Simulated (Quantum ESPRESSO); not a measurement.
Crystal: Ni.

```
CELL_PARAMETERS angstrom
2.44802 0.00000 0.00000
-1.22401 2.12005 0.00000
0.00000 0.00000 4.07281
ATOMIC_POSITIONS crystal
Ni 0.66667 0.33333 0.75000
Ni 0.33333 0.66667 0.25000
```

This isn't the form of Ni at room conditions, which is fcc.

```yaml
Program: Quantum ESPRESSO 7.5
Task: phonons
Functional: PBEsol
Potentials_or_basis: GBRV 1.5 PBEsol
Cutoff: 612 eV
Density_cutoff: 4898 eV
k_mesh: 10 × 10 × 6
Occupations: methfessel-paxton, width 0.2 eV
Spin: collinear spin, ferromagnetic start
Starting_moments: "[1.0, 1.0] μB"
Mixing_beta: 0.3
Most_SCF_iterations: 120
SCF_threshold: 4e-10 Ry
```

The cell and the atoms were relaxed first, to 10.42 Å³/atom (a = 2.448 Å, b = 2.448 Å, c = 4.016 Å, α = 90.00°, β = 90.00°, γ = 120.00°), and the response was taken there.

```yaml
crystal:
  lattice:
    - [2.44756, 0.00000, 0.00000]
    - [-1.22378, 2.11965, 0.00000]
    - [0.00000, 0.00000, 4.01570]
  atoms:
    - { symbol: Ni, position: [0.66667, 0.33333, 0.75000] }
    - { symbol: Ni, position: [0.33333, 0.66667, 0.25000] }
```

Problem. What is the highest optical frequency at the zone centre?

Solution. 308 cm⁻¹, a mode of symmetry B1g (silent).

Optical modes at Γ, degenerate ones joined:
```
cm⁻¹  components  symmetry  active in
 145           2       E2g      Raman
 308           1       B1g     silent
```

Caveat: the mesh is thin for the phonons of a metal.
